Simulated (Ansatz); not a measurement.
# How far is PAW off for SrCl2?

```xyz
3
Lattice="0.0349 3.4855 3.4855 3.4855 0.0349 3.4855 3.5204 3.5204 0.0000" Properties=species:S:1:pos:R:3 pbc="T T T"
Sr    0.0000    0.0000    0.0000
Cl    1.7602    1.7602    1.7428
Cl    5.2805    5.2805    5.2283
```

Atom numbers follow the list: Sr1, Cl2, Cl3.

Conventional cell: a = 4.880 Å, b = 4.979 Å, c = 6.971 Å, α = 90.00°, β = 90.00°, γ = 90.00°. Sr (atom 1) has 8 Cl at 3.00 to 3.04 Å as nearest neighbours. Cl (atom 2) has 4 Sr at 3.00 to 3.04 Å as nearest neighbours.

The geometry is COD entry 1541509, unchecked; take it as a test cell. The listed cell was then made from it by scaling, straining or moving an atom.

All numbers are computed: DFT, PBE, PAW with Ansatz's default frozen-core files, scalar-relativistic (Ansatz 0.2.0); DFT, PBE, all-electron PAW with datasets made for the crystal, scalar-relativistic (Ansatz 0.2.0); DFT, PBE, all-electron LAPW, scalar-relativistic (Ansatz 0.2.0).

For PAW: a Γ-centred 8×8×8 k mesh, Fermi–Dirac smearing of 0.01 eV, cutoff 420 eV, no spin polarisation. The crystal-made all-electron datasets (AE datasets) take a cutoff of 220 eV at this cell. LAPW targets a basis error of 1 meV/atom. The Ansatz runs share mesh, smearing and spin set-up. Plane-wave (PAW) pressures include the program's estimate of the Pulay term.

Stress and pressure are positive in compression.

The change that made this cell: xy engineering shear strain of +2 %.

| quantity | PAW | AE datasets | LAPW |
| --- | --- | --- | --- |
| pressure (GPa) | 1.10 | 1.10 | 1.10 |
| stress xy (GPa) | -0.30 | -0.30 | -0.30 |
| force on Cl2, z (eV/Å) | -0.049 | -0.049 | -0.049 |
| band gap (eV) | 5.353 | 5.354 | 5.353 |

PAW's pressure differs from the LAPW value by about 0.01 GPa or less.
